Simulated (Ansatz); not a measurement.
Relaxed CsI (CsCl type):

```yaml
crystal:
  lattice:
    - [9.01499, 0.00000, 0.00000]
    - [0.00000, 4.50750, 0.00000]
    - [0.00000, 0.00000, 4.50750]
  atoms:
    - { symbol: Cs, position: [0.00000, 0.00000, 0.00000] }
    - { symbol: Cs, position: [0.50000, 0.00000, 0.00000] }
    - { symbol: I, position: [0.25000, 0.50000, 0.50000] }
    - { symbol: I, position: [0.75000, 0.50000, 0.50000] }
```

In this cell atom 3 (I, nearest neighbour Cs at 3.904 Å; its periodic images, 4.5 Å or more away, move with it) is moved by u·(1.000, 0.000, 0.000) + v·(0.000, 0.000, 1.000); the rest is frozen.

Method: PBEsol (plane waves to 420 eV, PAW, scalar-relativistic; Ansatz, a program for electronic structure). k mesh 3×6×6 (Γ-centred), Fermi-Dirac smearing 0.05 eV. The energy includes the smearing's −TS. CsI was relaxed with its symmetry unable to fall. Spin-orbit coupling is left out, though I is heavy.

Changes of ΔE (eV/cell) from the point u = 0.000 Å, v = 0.000 Å when one coordinate moves alone (two changes are said to add if the coupling is within 5 % of the smaller one, nearly so within 20 %):

| point | change |
|---|---|
| u = 0.000 Å, v = -0.590 Å | 0.1506 |
| u = 0.000 Å, v = -0.295 Å | 0.0373 |
| u = -0.590 Å, v = 0.000 Å | 0.2634 |
| u = -0.295 Å, v = 0.000 Å | 0.0641 |
| u = 0.295 Å, v = 0.000 Å | 0.0641 |
| u = 0.590 Å, v = 0.000 Å | 0.2634 |
| u = 0.000 Å, v = 0.295 Å | 0.0373 |
| u = 0.000 Å, v = 0.590 Å | 0.1506 |

Q: What is the change at u = 0.590 Å, v = 0.295 Å, where both move, and how far is it from the sum?

A: The sum of the single changes is 0.2634 + (0.0373) = 0.3007; the calculation gives 0.3355, so the coupling contributes 0.0348 (over 20 % of the smaller single change, not additive).

Q: Do the two effects add at u = -0.295 Å, v = -0.295 Å? Give the computed change.

A: The sum of the single changes is 0.0641 + (0.0373) = 0.1014; the calculation gives 0.1103, so the coupling contributes 0.0089 (over 20 % of the smaller single change, not additive).

(A displaced cell: forces are minus the slopes of the energy, force constants its curvatures, and phonons follow from these.)
